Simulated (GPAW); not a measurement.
# Nb (Im-3m) in GPAW: single point with PBE

Aim: the single point of Nb with PBE.

Program: GPAW 26.7.0. These are calculated values, not measurements. Logs are shortened: lines on timing, memory, paths and dates and some standing lists are left out, and cuts for length are marked. The log counts tension as positive stress, the text compression.

## 1. Starting point

Symmetry: Im-3m, No. 229, cubic system. Conventional cell: a = 3.328 Å, b = 3.328 Å, c = 3.328 Å, α = 90.00°, β = 90.00°, γ = 90.00°. Around Nb (site symmetry m-3m) lie 8 Nb at 2.88 Å.

## 2. Single point, PBE

File run.py:

```python
from ase.dft.bandgap import bandgap
from ase.io import read, write
from ase.units import GPa
from gpaw import GPAW, PW

atoms = read('POSCAR')

calc = GPAW(mode=PW(400),
            xc='PBE',
            kpts={'size': (9, 9, 9), 'gamma': True},
            occupations={'name': 'fermi-dirac', 'width': 0.05},
            nbands=15,
            maxiter=120,
            txt='gpaw.txt')
atoms.calc = calc
energy = atoms.get_potential_energy()
forces = atoms.get_forces()
stress = atoms.get_stress()
calc.write('gs.gpw')
write('result.traj', atoms)
print(f'Energy: {energy:.6f} eV')
print('Forces (eV/A):')
print(forces.round(4))
print('Stress (GPa):', (stress / GPa).round(3))
print('Fermi level:', round(calc.get_fermi_level(), 4), 'eV')
print(f'Gap: {bandgap(calc)[0]:.4f} eV, direct: {bandgap(calc, direct=True)[0]:.4f} eV')
```

File POSCAR:

```
Nb
1.0
   -1.6639500000      1.6639500000      1.6639500000
    1.6639500000     -1.6639500000      1.6639500000
    1.6639500000      1.6639500000     -1.6639500000
Nb
1
Direct
    0.0000000000      0.0000000000      0.0000000000
```

Potentials or basis: GPAW PAW data sets (gpaw-data 1.2.1), pw.

Started as:

```console
$ OMP_NUM_THREADS=1 python run.py
```

gpaw.txt:

```text
__  _  _
 | _ |_)|_||  |
 |__||  | ||/\| - 26.7.0

Input parameters:
  mode=PW(ecut=400.0),
  kpts=MonkhorstPack(size=(9, 9, 9), gamma=True),
  maxiter=120,
  nbands=15,
  occupations=Occupations(name='fermi-dirac', width=0.05),
  xc=XC(name='PBE')

Diagonalizing LCAO Hamiltonian
Converting LCAO to pw mode

       Nb

Atoms  # Å, Bohr magnetons
|   | symbol |        x |        y |        z |    initial magnetic moments |
|---|--------|----------|----------|----------|-----------------------------|
| 0 |     Nb | 0.000000 | 0.000000 | 0.000000 | ( 0.0000,  0.0000,  0.0000) |

Unit cell  # Å
| periodic |         x |         y |         z |  lengths |     angles |
|----------|-----------|-----------|-----------|----------|------------|
|      yes | -1.663950 |  1.663950 |  1.663950 | 2.882046 | 109.471221 |
|      yes |  1.663950 | -1.663950 |  1.663950 | 2.882046 | 109.471221 |
|      yes |  1.663950 |  1.663950 | -1.663950 | 2.882046 | 109.471221 |

Number of symmetries: 48
Symmetry operations  # r_c * U_cc + t_c -> r_c
|    | kind |            matrix            |
|----|------|------------------------------|
|  0 |  σ   |  1, 1, 1,  0, 0,-1,  0,-1, 0 |
|  1 |  C4  |  1, 1, 1,  0, 0,-1, -1, 0, 0 |
|  2 |  C2  |  1, 1, 1,  0,-1, 0,  0, 0,-1 |
|  3 |  S6  |  1, 1, 1,  0,-1, 0, -1, 0, 0 |
|  4 |  S6  |  1, 1, 1, -1, 0, 0,  0, 0,-1 |
|  5 |  C4  |  1, 1, 1, -1, 0, 0,  0,-1, 0 |
|  6 |  E   |  1, 0, 0,  0, 1, 0,  0, 0, 1 |
|  7 |  σ   |  1, 0, 0,  0, 1, 0, -1,-1,-1 |
|  8 |  σ   |  1, 0, 0,  0, 0, 1,  0, 1, 0 |
|  9 |  C3  |  1, 0, 0,  0, 0, 1, -1,-1,-1 |
| 10 |  C3  |  1, 0, 0, -1,-1,-1,  0, 1, 0 |
| 11 |  σ   |  1, 0, 0, -1,-1,-1,  0, 0, 1 |
| 12 |  σ   |  0, 1, 0,  1, 0, 0,  0, 0, 1 |
| 13 |  C2  |  0, 1, 0,  1, 0, 0, -1,-1,-1 |
| 14 |  C3  |  0, 1, 0,  0, 0, 1,  1, 0, 0 |
| 15 |  S4  |  0, 1, 0,  0, 0, 1, -1,-1,-1 |
| 16 |  S4  |  0, 1, 0, -1,-1,-1,  1, 0, 0 |
| 17 |  C3  |  0, 1, 0, -1,-1,-1,  0, 0, 1 |
| 18 |  C3  |  0, 0, 1,  1, 0, 0,  0, 1, 0 |
| 19 |  S4  |  0, 0, 1,  1, 0, 0, -1,-1,-1 |
| 20 |  σ   |  0, 0, 1,  0, 1, 0,  1, 0, 0 |
| 21 |  C3  |  0, 0, 1,  0, 1, 0, -1,-1,-1 |
| 22 |  C2  |  0, 0, 1, -1,-1,-1,  1, 0, 0 |
| 23 |  S4  |  0, 0, 1, -1,-1,-1,  0, 1, 0 |
| 24 |  C4  |  0, 0,-1,  1, 1, 1,  0,-1, 0 |
| 25 |  σ   |  0, 0,-1,  1, 1, 1, -1, 0, 0 |
| 26 |  S6  |  0, 0,-1,  0,-1, 0,  1, 1, 1 |
| 27 |  C2  |  0, 0,-1,  0,-1, 0, -1, 0, 0 |
| 28 |  C4  |  0, 0,-1, -1, 0, 0,  1, 1, 1 |
| 29 |  S6  |  0, 0,-1, -1, 0, 0,  0,-1, 0 |
| 30 |  S6  |  0,-1, 0,  1, 1, 1,  0, 0,-1 |
| 31 |  C4  |  0,-1, 0,  1, 1, 1, -1, 0, 0 |
| 32 |  C4  |  0,-1, 0,  0, 0,-1,  1, 1, 1 |
| 33 |  S6  |  0,-1, 0,  0, 0,-1, -1, 0, 0 |
| 34 |  σ   |  0,-1, 0, -1, 0, 0,  1, 1, 1 |
| 35 |  C2  |  0,-1, 0, -1, 0, 0,  0, 0,-1 |
| 36 |  C2  | -1, 0, 0,  1, 1, 1,  0, 0,-1 |
| 37 |  S6  | -1, 0, 0,  1, 1, 1,  0,-1, 0 |
| 38 |  S6  | -1, 0, 0,  0, 0,-1,  1, 1, 1 |
| 39 |  C2  | -1, 0, 0,  0, 0,-1,  0,-1, 0 |
| 40 |  C2  | -1, 0, 0,  0,-1, 0,  1, 1, 1 |
| 41 |  i   | -1, 0, 0,  0,-1, 0,  0, 0,-1 |
| 42 |  S4  | -1,-1,-1,  1, 0, 0,  0, 1, 0 |
| 43 |  C3  | -1,-1,-1,  1, 0, 0,  0, 0, 1 |
| 44 |  C3  | -1,-1,-1,  0, 1, 0,  1, 0, 0 |
| 45 |  σ   | -1,-1,-1,  0, 1, 0,  0, 0, 1 |
| 46 |  S4  | -1,-1,-1,  0, 0, 1,  1, 0, 0 |
| 47 |  C2  | -1,-1,-1,  0, 0, 1,  0, 1, 0 |

BZ-sampling:
  Number of BZ points: 729
  Number of IBZ points: 35

  Monkhorst-Pack size: [9, 9, 9]
  Monkhorst-Pack shift: [0, 0, 0]

K-points  # in reciprocal-cell coordinates
|     |                                coordinates |     weight |
|-----|--------------------------------------------|------------|
|   0 | (  0.00000000,   0.00000000,   0.00000000) | 0.00137174 |
|   1 | (  0.11111111,   0.00000000,   0.00000000) | 0.01646091 |
|   2 | (  0.11111111,   0.11111111,  -0.11111111) | 0.00823045 |
|   3 | (  0.22222222,   0.00000000,  -0.11111111) | 0.03292181 |
|   4 | (  0.22222222,   0.00000000,   0.00000000) | 0.01646091 |
|   5 | (  0.22222222,   0.11111111,  -0.11111111) | 0.03292181 |
|   6 | (  0.22222222,   0.22222222,  -0.22222222) | 0.00823045 |
|   7 | (  0.33333333,  -0.11111111,  -0.11111111) | 0.01097394 |
|   8 | (  0.33333333,   0.00000000,  -0.11111111) | 0.06584362 |
|   9 | (  0.33333333,   0.00000000,   0.00000000) | 0.01646091 |
| ... |                                            |            |
|  34 | (  0.44444444,   0.44444444,   0.44444444) | 0.01097394 |

Plane wave coefficients: 342
Cutoff: 400.0 eV

Spin-components: 1 (collinear spins)
Bands:           15
Projectors:      6
Spin-degeneracy: 2
Datatype:        complex128

Parallelization:
  kpt:    1
  domain: 1
  band:   1

Density:
  Valence electrons: 13.0
  Components: 1
  Grid points: [14 14 14]
  Charge: 0.0  # |e|

Potential:
  Grid points: [14 14 14]

species:
  Nb:
    name:    Niobium
    Z:       41.0
    valence: 13
    core:    28
    charge:  0.0  # [|e|]
    compensation charges:
      type: gauss
      rc: 0.40  # [Å]
      lmax: 2
    cutoffs:
      filter: 2.35  # [Å]
      core: 1.51  # [Å]
    projectors
    | kind |    occ | energy [eV] | rcut [Å] |
    |------|--------|-------------|----------|
    |   4s |  2.000 |     -58.361 |    1.323 |
    |   5s |  1.000 |      -3.980 |    1.323 |
    |   4p |  6.000 |     -34.526 |    1.323 |
    |   5p |  0.000 |      -1.111 |    1.323 |
    |   4d |  4.000 |      -3.041 |    1.244 |
    |    d |        |      24.171 |    1.244 |

    Using partial waves for Nb as LCAO basis

Reference energy: -103906.147789  # eV

eigensolver:
  PPCG
  Converge bands: occupied
  niter=2

density mixing:
  MSR1-Mixer
  Pratt-step length: 0.05
  Maximum mixing coefficient: 0.75
  Old densities: 10
  SVD Regularization: 0.005
  Good broyden scale: 1.0
  Trust region scale: 1.0
  Backstep threshold: 4.0
  History deletion threshold: 6.0
  Fourier metric: weight=20.0, sigma=0.015

occupation numbers:
  Fermi-Dirac:
    width: 0.0500  # eV

poisson solver:
  ecut: 3200.0  # eV

xc functional:
  name: PBE with 2 nearest neighbor stencil

convergence criteria:
- Maximum [total energy] change in last 3 cyles: 0.0005 eV / valence electron
- Maximum integral of absolute [dens]ity change: 0.0001 electrons / valence electron
- Maximum integral of absolute [eigenst]ate change: 4e-08 eV^2 / valence electron
maximum number of iterations: 120

SCF iterations
|iter     | |      energy | eigst |  dens |
|---------|-|-------------|-------|-------|
|iter:   1| |  -10.961474 | -0.07 |       |
|iter:   2| |  -10.856619 | -2.73 | -1.02 |
|iter:   3| |  -10.347727 | -1.56 | -1.06 |
|iter:   4| |  -10.346208 | -3.11 | -1.79 |
|iter:   5| |  -10.346735c| -4.21 | -2.15 |
|iter:   6| |  -10.346737c| -6.08 | -3.45 |
|iter:   7| |  -10.346739c| -7.24 | -3.92 |
|iter:   8| |  -10.346739c| -8.49c| -5.22c|

Converged in 8 steps
Energy contributions relative to reference atoms: (reference = -103906.147789)

Energy contributions:
  Kinetic:          -2.570948
  Coulomb:          -2.290034
  Zero:             -0.030880
  External:          0.000000
  Xc:               -5.448809
  Entropy:          -0.012137
  Spinorbit:         0.000000
  ----------------------------
  Free energy:     -10.352807
  Extrapolated:    -10.346739

dipole moment: (-6.089470, -6.089470, -6.089470)  # |e|*Ang

Fermi level: 11.024
Eigenvalues  # (at kpt = [0.000, 0.000, 0.000])
| band index |      eig [eV] | occ [0-2] |
|------------|---------------|-----------|
|          0 |       -43.369 |     2.000 |
|          1 |       -18.770 |     2.000 |
|          2 |       -18.770 |     2.000 |
|          3 |       -18.770 |     2.000 |
|          4 |         5.165 |     2.000 |
|          5 |        11.399 |     0.001 |
|          6 |        11.399 |     0.001 |
|          7 |        11.399 |     0.001 |
|          8 |        14.219 |     0.000 |
|          9 |        14.219 |     0.000 |
|         10 |        25.376 |     0.000 |
|         11 |        25.376 |     0.000 |
|         12 |        25.376 |     0.000 |
|        ... |               |           |
|         14 |        35.607 |     0.000 |

No gap
No difference between direct/indirect transitions

Forces  # eV/Ang
|        x |        y |       z |
|----------|----------|---------|
| -0.00000 | -0.00000 | 0.00000 |  # Nb   0

Stress tensor  # eV/Ang^3
|        x |        y |        z |
|----------|----------|----------|
| 0.025437 | 0.000000 | 0.000000 |
| 0.000000 | 0.025437 | 0.000000 |
| 0.000000 | 0.000000 | 0.025437 |

# Writing to gs.gpw (mode='')
```

Wall time 5.2 s (1 thread of Arm Neoverse V1, shared host); peak memory 0.12 GiB.

The run converged, but some of its settings lie outside the range that counts as converged, so its numbers aren't taken as properties of the crystal.

What came out:

* Free energy: -10.3528 eV
* Pressure: -4.1 GPa
* Band gap on the k mesh: none (metal or under the smearing width)

Caveat: the cutoff is short for stress and forces, so pressures can be off by a GPa or more.
